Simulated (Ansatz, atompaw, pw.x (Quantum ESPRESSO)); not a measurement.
cobalt (Co) (fcc): variants of one PAW (atompaw) potential in the solid

atompaw 4.2.0.5 input, output lines left out:

```
Co 27
GGA-PBESOL scalarrelativistic loggrid 1500 logderivrange -3 5 201
4 4 3 0 0 0
4 1 0
3 2 7
0 0 0
c
c
c
v
c
c
v
v
2
2.80 2.70 2.45 1.70
y
0.65
n
y
1.95
n
y
0.1
n
custom rrkj gramschmidtortho besselshape
bessel
2.80
2.80
2.80
2.80
1.45
1.45
```

Crystal test: fcc Co in pw.x 7.5, no spin, 16³ k-points, Fermi–Dirac smearing 0.01 Ry, cutoffs set for each file from its atomic test. The reference is all-electron LAPW (Ansatz 0.2.0) with the same functional, mesh and smearing; V0 and B0 come from Birch–Murnaghan fits to the pressures at five volumes. Errors are pseudo minus all-electron; Δ is the rms difference of the E(V) curves that follow from these fits, minima aligned, over ±6 % about the mean V0. Mesh and smearing are coarse, so the numbers serve the comparison and aren't converged zero-temperature values; the lattice is a test structure that the element need not adopt. Spin polarisation and strong correlation are left out, which matters for this element.

All-electron: a0 = 3.412 Å (V0 = 9.93 Å³/atom), B0 = 282.2 GPa.

Base: The largest radius (2.80 bohr) exceeds half the bond length (2.28 bohr), so the spheres overlap, which is one possible source of error among others.

1 further variants are left out: they gave no file fit for a test, a broken result, the same result as the base, or pressures whose basis-set error rivals the error shown.

| change | cutoffs (Ry) | pw.x | a0 (Å) | a0 error (%) | B0 error (%) | Δ (meV/atom) | mean pressure error (GPa) |
| --- | --- | --- | --- | --- | --- | --- | --- |
| base | 110/900 | converged | 3.425 | +0.40 | +3.8 | 7.8 | +3.74 |
| local potential bessel scheme, radius 2.32 bohr | 110/900 | converged | 3.415 | +0.11 | +3.0 | 2.3 | +1.05 |
| core correction smooth core density matched at 2.34 bohr | 110/900 | converged | 3.426 | +0.43 | +4.1 | 8.5 | +4.07 |
| augmentation besselshape compensation charge, radius 1.96 bohr; PAW radius 2.80 bohr; waves and projectors: custom rrkj gramschmidtortho | 110/900 | converged | 3.450 | +1.13 | +2.2 | 21.6 | +10.74 |
| reference 3d7.5 4s1.5 4p0 | 110/900 | converged | 3.419 | +0.21 | +3.5 | 4.2 | +2.01 |
